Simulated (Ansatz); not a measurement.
## Is this NaCl structure stable?

It was reached by relaxing an invented guess, and it needn't be the stable form of this composition.

All numbers below come from DFT PBE, scalar-relativistic, plane waves, PAW in Ansatz. The final run on the 4-atom cell used 420 eV, a Γ-centred 8×8×8 mesh, 0.02 eV smearing and no spin polarisation.

```cif
data_structure
_symmetry_space_group_name_H-M 'I4_1md'
_symmetry_Int_Tables_number 109
_cell_length_a 3.7037
_cell_length_b 3.7037
_cell_length_c 13.6414
_cell_angle_alpha 90.000
_cell_angle_beta 90.000
_cell_angle_gamma 90.000
_cell_volume 187.13
loop_
_atom_site_label
_atom_site_type_symbol
_atom_site_symmetry_multiplicity
_atom_site_Wyckoff_symbol
_atom_site_fract_x
_atom_site_fract_y
_atom_site_fract_z
_atom_site_occupancy
Na1 Na 4 a 0.00000 0.00000 0.79337 1
Cl1 Cl 4 a 0.50000 0.00000 0.95663 1
```

The zero of energy is the elements' standard structures at the same level (Cl₂ as a molecule); no fitted shifts are applied.

Problem. These tests were run: energy against the elements; phonons at Γ. What do they show?

Solution.

```tsv
test	result
energy against the elements	−1.766 eV/atom
phonons at Γ	lowest optical mode 65 cm⁻¹
```

It fails none of these tests. Whether a mixture of other phases lies lower isn't tested here. Phonons away from Γ weren't computed.

The run for the phonons used an 8×8×8 k mesh.
